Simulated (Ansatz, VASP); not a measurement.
**Mg in VASP and in Ansatz**

INCAR

```
PREC = Accurate
ENCUT = 520
EDIFF = 1E-6
ISMEAR = -1
SIGMA = 0.05
LREAL = F
LASPH = T
NELM = 60
ALGO = Normal
ISIF = 2
LWAVE = F
LCHARG = T
GGA = PE
LELF = T
LVHAR = T
NBANDS = 9
```

The input KPOINTS:

```
Automatic mesh
0
Gamma
  12 12 7
```

File POSCAR:

```
Mg
1.0
    1.5999359946     -2.7711704315      0.0000000000
    1.5999359946      2.7711704316      0.0000000000
    0.0000000000      0.0000000000      5.1784189946
Mg
2
Direct
    0.6666666670      0.3333333330      0.2500000000
    0.3333333330      0.6666666670      0.7500000000
```

Input for Ansatz:

```yaml
crystal:
  lattice:
    - [1.5999359946, -2.7711704315, 0.0]
    - [1.5999359946, 2.7711704316, 0.0]
    - [0.0, 0.0, 5.1784189946]
  atoms:
    - { symbol: Mg, position: [0.666666667, 0.333333333, 0.25] }
    - { symbol: Mg, position: [0.333333333, 0.666666667, 0.75] }
kpoints:
  mp_grid: { grid: [12, 12, 7] }
scf:
  occupations: { method: fermi_dirac, width: 0.05 }
hamiltonian:
  xc: pbe
  pseudopotentials: { kind: all_electron, lapw: { basis_error: 0.001 } }
output:
  forces: true
  stress: true
  eigenvalues: true
```

Alike in both runs: task single point; functional PBE; k mesh 12 × 12 × 7; occupations fermi-dirac, width 0.05 eV; no spin polarisation.

|  | VASP | Ansatz |
| --- | --- | --- |
| version | VASP 6.6.1 | Ansatz 0.2.0 |
| potentials or method | VASP PAW PBE potentials, release 64 (Mg) | all-electron LAPW, scalar-relativistic |
| plane-wave cutoff (eV) | 520 | see its input |

```tsv
	VASP	Ansatz	Ansatz less VASP
pressure (GPa)	-0.2	-0.1	+0.11
largest component of the traceless stress (GPa)	0.47	0.47	-0.002
```

Ansatz ran all-electron here, so the differences hold the error of VASP's frozen core and of both bases.
